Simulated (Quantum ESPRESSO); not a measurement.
Nb:

```xyz
1
Lattice="0.0000 2.1150 2.1150 2.1150 0.0000 2.1150 2.1150 2.1150 0.0000" Properties=species:S:1:pos:R:3 pbc="T T T"
Nb    0.0000    0.0000    0.0000
```

This isn't the form of Nb at room conditions, which is bcc.

* Program: Quantum ESPRESSO 7.5
* Task: relaxation of cell and atoms
* Functional: PBEsol
* Dispersion: D3(BJ)
* Potentials or basis: GBRV 1.5 PBEsol
* Cutoff: 612 eV
* Density cutoff: 4898 eV
* k mesh: 11 × 11 × 11
* Occupations: fermi-dirac, width 0.05 eV
* Spin: no spin polarisation

At the start: pressure -12.9 GPa; volume 18.92 Å³/atom.

Task: Where does the relaxation end?

Result: Over 4 steps the energy falls by 59.2 meV/atom and the volume is 17.48 Å³/atom (-7.6 %); space group Fm-3m (No. 225, to 0.05 Å).

The path:
| step | energy change (eV) | largest force (eV/Å) | pressure (GPa) | volume (Å³) |
| --- | --- | --- | --- | --- |
| 1 | 0.0000 | 0.0000 | -12.92 | 18.92 |
| 2 | -0.0577 | 0.0000 | -2.57 | 17.72 |
| 3 | -0.0592 | 0.0000 | 0.19 | 17.46 |
| 4 | -0.0592 | 0.0000 | 0.00 | 17.48 |

Final structure:
```yaml
crystal:
  lattice:
    - [0.00000, 2.05978, 2.05978]
    - [2.05978, 0.00000, 2.05978]
    - [2.05978, 2.05978, 0.00000]
  atoms:
    - { symbol: Nb, position: [0.00000, 0.00000, 0.00000] }
```

Caveat: pairwise dispersion overbinds metals, which lowers pressure and volume.
